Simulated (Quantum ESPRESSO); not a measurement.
Crystal: AlN.

```
CELL_PARAMETERS angstrom
3.11300 0.00000 0.00000
-1.55650 2.69594 0.00000
0.00000 0.00000 4.98100
ATOMIC_POSITIONS crystal
Al 0.66667 0.33333 0.50000
Al 0.33333 0.66667 0.00000
N 0.66667 0.33333 0.88000
N 0.33333 0.66667 0.38000
```

| Property | Result |
| --- | --- |
| Program | Quantum ESPRESSO 7.5 |
| Task | phonons |
| Functional | BLYP |
| Potentials or basis | PseudoDojo 0.4.1 SR PBE standard |
| Cutoff | 1143 eV |
| Density cutoff | 4572 eV |
| k mesh | 6 × 6 × 4, shifted |
| Occupations | fermi-dirac, width 0.05 eV |
| Spin | no spin polarisation |
| Mixing beta | 0.5 |
| Most SCF iterations | 120 |
| SCF threshold | 8e-10 Ry |

The cell and the atoms were relaxed first, to 10.90 Å³/atom (a = 3.152 Å, b = 3.152 Å, c = 5.066 Å, α = 90.00°, β = 90.00°, γ = 120.00°), and the response was taken there.

The first run showed a gap, so the response started from a second, tighter run with fixed occupations.

Q: Which optical modes does the crystal have at the zone centre, and which show in infrared and Raman spectra?

A: The optical modes are 2E2 + 2B1 + A1 + E1. Infrared active: A1 + E1. Raman active: 2E2 + A1 + E1.

Optical modes at Γ, degenerate ones joined, polar ones without the macroscopic field:
| cm⁻¹ | components | symmetry | active in | IR intensity, summed ((D/Å)²/amu) |
| --- | --- | --- | --- | --- |
| 245 | 2 | E2 | Raman | 0.00 |
| 532 | 1 | B1 | silent | 0.00 |
| 580 | 1 | A1 | IR and Raman | 35.75 |
| 617 | 2 | E2 | Raman | 0.00 |
| 633 | 2 | E1 | IR and Raman | 64.01 |
| 706 | 1 | B1 | silent | 0.00 |

Zone-centre frequencies without and with the macroscopic field along z (cm⁻¹):
|  | optical modes in rising order |
| --- | --- |
| without | 245 245 532 580 617 617 633 633 706 |
| with the field | 245 245 532 617 617 633 633 706 854 |

Caveat: the potentials were made for another functional, which shifts forces and pressure.
